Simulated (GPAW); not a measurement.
Input of a GPAW 26.7.0 run:

Contents of run.py:

```python
from ase.dft.bandgap import bandgap
from ase.io import read, write
from ase.units import GPa
from gpaw import GPAW, PW

atoms = read('Pb.xyz')

calc = GPAW(mode=PW(450),
            xc='LDA',
            kpts={'size': (8, 8, 8), 'gamma': True},
            occupations={'name': 'fermi-dirac', 'width': 0.01},
            nbands=14,
            convergence={'density': 1e-05, 'energy': 1e-05},
            maxiter=150,
            txt='gpaw.txt')
atoms.calc = calc
energy = atoms.get_potential_energy()
forces = atoms.get_forces()
stress = atoms.get_stress()
calc.write('gs.gpw')
write('result.traj', atoms)
print(f'Energy: {energy:.6f} eV')
print('Forces (eV/A):')
print(forces.round(4))
print('Stress (GPa):', (stress / GPa).round(3))
print('Fermi level:', round(calc.get_fermi_level(), 4), 'eV')
print(f'Gap: {bandgap(calc)[0]:.4f} eV, direct: {bandgap(calc, direct=True)[0]:.4f} eV')
```

Contents of Pb.xyz:

```xyz
1
Lattice="0.0000000000 2.4750200000 2.4750200000 2.4750200000 0.0000000000 2.4750200000 2.4750200000 2.4750200000 0.0000000000" Properties=species:S:1:pos:R:3 pbc="T T T"
Pb     0.0000000000      0.0000000000      0.0000000000
```

Potentials or basis: the program's PAW data sets (release 1.2.1) made for this functional, pw.

The run is started by

```sh
$ OMP_NUM_THREADS=1 python run.py
```

Question: Estimate the pressure.

Answer: -3.1 GPa.

Question: Predict the band gap on the k mesh.

Answer: None (metal or under the smearing width).

Caveat: the cutoff is short for stress and forces, so pressures can be off by a GPa or more. Spin-orbit coupling is left out, which matters for the levels of Pb.
